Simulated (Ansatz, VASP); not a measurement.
This is a calculation of Mg (Magnesium) for Ansatz 0.2.0. 

File input.yaml:

```yaml
crystal:
  lattice:
    - [3.2093, 0.0, 0.0]
    - [-1.60465, 2.7793353284, 0.0]
    - [0.0, 0.0, 5.2103]
  atoms:
    - { symbol: Mg, position: [0.6666666667, 0.3333333333, 0.75] }
    - { symbol: Mg, position: [0.3333333333, 0.6666666667, 0.25] }
kpoints:
  mp_grid: { grid: [10, 10, 5] }
scf:
  occupations: { method: fermi_dirac, width: 0.05 }
hamiltonian:
  xc: revpbe
  dispersion: d3bj
  pseudopotentials: { kind: all_electron, lapw: { basis_error: 0.001 } }
output:
  forces: true
  stress: true
relax:
  f_tol: 0.01
  max_steps: 60
  cell: {}
```

Potentials or basis: all-electron LAPW, scalar-relativistic.

Run with:

```sh
$ ansatz run input.yaml --threads 1 --pin off --max-ram 3072MiB --backend cpu --events-out ev --progress --plain --runs-dir out
```

Question: Set up the same calculation for VASP 6.6.1. Potentials or basis there: PBE PAW files Mg, 600 eV.

Answer: As run (cutoffs and basis follow the program's own potentials, and thresholds, step limits or extra output files can differ):

File INCAR:

```
SYSTEM = Mg
  PREC = Accurate
  ENCUT = 600
  EDIFF = 1E-6
  ISMEAR = -1
  SIGMA = 0.05
  LREAL = .False.
  LASPH = .True.
  NELM = 100
  ALGO = Fast
  ISIF = 3
  LWAVE = .False.
  LCHARG = .False.
  GGA = RE
  IVDW = 12
  IBRION = 2
  NSW = 40
  EDIFFG = -0.01
```

KPOINTS

```
Automatic mesh
0
Gamma
  10 10 5
  0 0 0
```

The input POSCAR:

```
Mg
1.0
    3.2093000000      0.0000000000      0.0000000000
   -1.6046500000      2.7793353284      0.0000000000
    0.0000000000      0.0000000000      5.2103000000
Mg
2
Direct
    0.6666666667      0.3333333333      0.7500000000
    0.3333333333      0.6666666667      0.2500000000
```

Potentials or basis: VASP PAW PBE potentials, release 64 (Mg).

Run with:

```console
$ cat potpaw_PBE.64/Mg/POTCAR > POTCAR
$ mpirun -np 1 vasp_std > vasp.out
```

Both were run:

|  | Ansatz | VASP |
| --- | --- | --- |
| Relaxed volume | 21.27 Å³/atom | 21.20 Å³/atom |
| Relaxed cell | a = 3.088 Å, b = 3.088 Å, c = 5.149 Å, α = 90.00°, β = 90.00°, γ = 120.00° | a = 3.085 Å, b = 3.085 Å, c = 5.144 Å, α = 90.00°, β = 90.00°, γ = 120.00° |
| Space group after relaxing | P6_3/mmc (No. 194) | P6_3/mmc (No. 194) |
| Pressure after relaxing | 0.0 GPa | 0.0 GPa |

VASP's potentials were made for PBE.

Where Ansatz's input types no cutoff or centring, it takes its own default and a Γ-centred mesh.

Pressure is positive in compression.
